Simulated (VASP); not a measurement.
# GaAs (a cell with a defect) in VASP: a series of runs, part 2 of 2

VASP 6.6.1. The steps go on from the part before.

### 4 Single point, PBE (grid = ENCUT=400 dk=0.6 cell=2x2x2 ISMEAR=0 SIGMA=0.05 LREAL=Auto EDIFF=1e-06)

Input file INCAR:

```
SYSTEM = GaAs
ALGO = Fast
EDIFF = 1E-6
ENCUT = 400
GGA = PE
ISIF = 2
ISMEAR = 0
LASPH = .True.
LCHARG = .False.
LREAL = Auto
LWAVE = .False.
NBANDS = 80
NELM = 120
PREC = Accurate
SIGMA = 0.05
```

Input file KPOINTS:

```
k-points
0
Gamma
  2 2 2
  0 0 0
```

Input file POSCAR:

```
GaAs
1.0
    0.0000000000      5.6537000000      5.6537000000
    5.6537000000      0.0000000000      5.6537000000
    5.6537000000      5.6537000000      0.0000000000
Ga As
8 8
Direct
    0.3750000000      0.3750000000      0.3750000000
    0.0000000000      0.0000000000      0.0000000000
    0.0000000000      0.0000000000      0.5000000000
    0.0000000000      0.5000000000      0.0000000000
    0.5000000000      0.0000000000      0.0000000000
    0.5000000000      0.0000000000      0.5000000000
    0.5000000000      0.5000000000      0.0000000000
    0.5000000000      0.5000000000      0.5000000000
    0.3750000000      0.3750000000      0.8750000000
    0.3750000000      0.8750000000      0.3750000000
    0.3750000000      0.8750000000      0.8750000000
    0.8750000000      0.3750000000      0.3750000000
    0.8750000000      0.3750000000      0.8750000000
    0.8750000000      0.8750000000      0.3750000000
    0.8750000000      0.8750000000      0.8750000000
    0.0000000000      0.5000000000      0.5000000000
```

Potentials or basis: VASP PAW PBE potentials, release 64 (Ga_d, As).

Command:

```
> cat potpaw_PBE.64/Ga_d/POTCAR potpaw_PBE.64/As/POTCAR > POTCAR
> mpirun -np 1 vasp_std > vasp.out
```

OUTCAR:

```text
SYSTEM = GaAs
   EDIFF = 1E-6
   ENCUT = 400
   GGA = PE
   ISIF = 2
   ISMEAR = 0
   LASPH = .True.
   LREAL = Auto
   NELM = 120
   PREC = Accurate

 Found      4 irreducible k-points:

 Following reciprocal coordinates:
            Coordinates               Weight
  0.000000  0.000000  0.000000      1.000000
  0.500000  0.000000  0.000000      1.000000
  0.000000  0.500000  0.000000      3.000000
  0.500000  0.500000  0.000000      3.000000
   k-points           NKPTS =      4   k-points in BZ     NKDIM =      4   number of bands    NBANDS=     80
   number of dos      NEDOS =    301   number of ions     NIONS =     16
[... 412 lines left out ...]
  Total       11.1720296     11.1720296     11.1720296      0.6857295     -0.6857295      0.6857295
  in kB       49.5238481     49.5238481     49.5238481      3.0397308     -3.0397308      3.0397308
  external PRESSURE =      49.5238481 kB  Pullay stress =       0.0000000 kB

 VOLUME and BASIS-vectors are now :
 -----------------------------------------------------------------------------
  energy-cutoff  :      400.00
  volume of cell :      361.43
      direct lattice vectors                 reciprocal lattice vectors
     0.000000000  5.653700000  5.653700000    -0.088437660  0.088437660  0.088437660
     5.653700000  0.000000000  5.653700000     0.088437660 -0.088437660  0.088437660
     5.653700000  5.653700000  0.000000000     0.088437660  0.088437660 -0.088437660

 POSITION                                       TOTAL-FORCE (eV/Angst)
 -----------------------------------------------------------------------------------
      4.24027      4.24027      4.24027        -0.214612      0.214612      0.214612
      0.00000      0.00000      0.00000        -0.320768      0.096905      0.096905
      2.82685      2.82685      0.00000        -0.096905      0.320768      0.096905
      2.82685      0.00000      2.82685        -0.096905      0.096905      0.320768
      0.00000      2.82685      2.82685         0.065714     -0.065714     -0.065714
      2.82685      5.65370      2.82685         0.292641     -0.292641      0.006342
[... 8 lines left out ...]
      9.89397      9.89397      9.89397         0.040608     -0.040608     -0.040608
      5.65370      2.82685      2.82685        -0.329564      0.329564      0.329564
 -----------------------------------------------------------------------------------
    total drift:                               -0.000226      0.000192      0.000192

  FREE ENERGIE OF THE ION-ELECTRON SYSTEM (eV)
  ---------------------------------------------------
  free  energy   TOTEN  =       -62.3602663266 eV

  energy  without entropy=      -62.3393425331  energy(sigma->0) =      -62.34980443
```

OSZICAR:

```text
N       E                     dE             d eps       ncg     rms          rms(c)
DAV:   1     0.145608181137E+04    0.14561E+04   -0.53968E+04   688   0.221E+03
DAV:   2     0.234187829337E+03   -0.12219E+04   -0.11968E+04   672   0.643E+02
DAV:   3    -0.368538738090E+02   -0.27104E+03   -0.25676E+03   760   0.201E+02
[... 15 lines left out ...]
RMM:  19    -0.623602591618E+02   -0.48849E-05   -0.49626E-05   500   0.646E-03    0.292E-03
RMM:  20    -0.623602621703E+02   -0.30086E-05   -0.33043E-05   480   0.522E-03    0.964E-04
RMM:  21    -0.623602641228E+02   -0.19525E-05   -0.19421E-05   468   0.417E-03    0.334E-04
RMM:  22    -0.623602655282E+02   -0.14054E-05   -0.13997E-05   463   0.312E-03    0.257E-04
RMM:  23    -0.623602663266E+02   -0.79842E-06   -0.81675E-06   451   0.250E-03
   1 F= -.62360266E+02 E0= -.62349804E+02  d E =-.209238E-01
```

Run time: 2.1 min. Hardware: 1 thread of Intel Xeon 6975P-C (Granite Rapids), shared host; peak memory 0.4 GiB.

The run converged, but some of its settings lie outside the range that counts as converged, so its numbers aren't taken as properties of the crystal.

Results:

* Free energy: -62.3603 eV
* Pressure: 5.0 GPa
* Largest force: 0.571 eV/Å
* Band gap on the k mesh: none (metal or under the smearing width)

Caveat: the k mesh is coarse (spacing up to 0.48 Å⁻¹), so the values aren't converged.

### 5 Single point, PBE (grid = ENCUT=280 dk=0.45 cell=2x2x2 ISMEAR=0 SIGMA=0.05 LREAL=Auto EDIFF=1e-06)

INCAR: that of step 4 with these lines changed.

```diff
@@ -3,3 +3,3 @@
 EDIFF = 1E-6
-ENCUT = 400
+ENCUT = 280
 GGA = PE
```

Input file KPOINTS:

```
k-points
0
Gamma
  3 3 3
  0 0 0
```

POSCAR is that of step 4.

Command:

```
> cat potpaw_PBE.64/Ga_d/POTCAR potpaw_PBE.64/As/POTCAR > POTCAR
> mpirun -np 1 vasp_std > vasp.out
```

Run time: 1.9 min. Hardware: 1 thread of Intel Xeon 6975P-C (Granite Rapids), shared host; peak memory 0.33 GiB.

The run converged, but a check on its numbers failed (symmetry, net force, bounds or a known fault of this set-up), so they aren't taken as properties of the crystal.

Caveat: the cutoff lies under the usual one of these potentials, so the numbers hold a large basis-set error.

### 6 Single point, PBE (grid = ENCUT=340 dk=0.45 cell=2x2x2 ISMEAR=0 SIGMA=0.05 LREAL=Auto EDIFF=1e-06)

INCAR: that of step 5 with these lines changed.

```diff
@@ -3,3 +3,3 @@
 EDIFF = 1E-6
-ENCUT = 280
+ENCUT = 340
 GGA = PE
```

KPOINTS is that of step 5.

POSCAR is that of step 5.

Potentials or basis: VASP PAW PBE potentials, release 64 (Ga_d, As).

Command:

```
> cat potpaw_PBE.64/Ga_d/POTCAR potpaw_PBE.64/As/POTCAR > POTCAR
> mpirun -np 1 vasp_std > vasp.out
```

Run time: 1.9 min. Hardware: 1 thread of Intel Xeon 6975P-C (Granite Rapids), shared host; peak memory 0.35 GiB.

The run converged, but some of its settings lie outside the range that counts as converged, so its numbers aren't taken as properties of the crystal.

What came out:

| Property | Result |
| --- | --- |
| Free energy | -63.4082 eV |
| Pressure | 4.7 GPa |
| Largest force | 1.014 eV/Å |
| Band gap on the k mesh | none (metal or under the smearing width) |

Caveat: the cutoff is under 1.25 times the usual one of these potentials, so pressure, stress and relaxed cells hold a basis-set (Pulay) error.
